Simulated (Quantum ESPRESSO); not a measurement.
## Cd: equation of state with LDA

Cd:

```xyz
2
Lattice="2.9789 0.0000 0.0000 -1.4894 2.5798 0.0000 0.0000 0.0000 5.6177" Properties=species:S:1:pos:R:3 pbc="T T T"
Cd    1.4894    0.8599    4.2132
Cd    0.0000    1.7199    1.4044
```

```yaml
Program: Quantum ESPRESSO 7.5
Task: equation of state
Functional: LDA
Potentials_or_basis: GBRV 1.5 LDA
Cutoff: 612 eV
Density_cutoff: 4898 eV
k_mesh: 10 × 10 × 5
Occupations: fermi-dirac, width 0.05 eV
Spin: no spin polarisation
```

- Equilibrium volume: 20.16 Å³/atom (rough: see the caveat)
- Bulk modulus at fixed shape and positions: 75 GPa (rough)

Energy against volume, from the lowest point:
```
volume (Å³/atom)  energy (meV/atom)
          20.290               0.00
          20.722               3.32
          21.154              10.09
          21.585              20.02
          22.017              32.53
          22.449              47.34
          22.880              64.01
```

All runs of the series together: 74 s on 2 threads of Intel(R) Xeon(R) Platinum 8488C (Sapphire Rapids), with other jobs on the host.

Caveat: the minimum lies outside the volumes run; the cell was scaled at fixed shape and fractional positions, which overstates the stiffness of a crystal with free parameters, most of all of layers and chains.
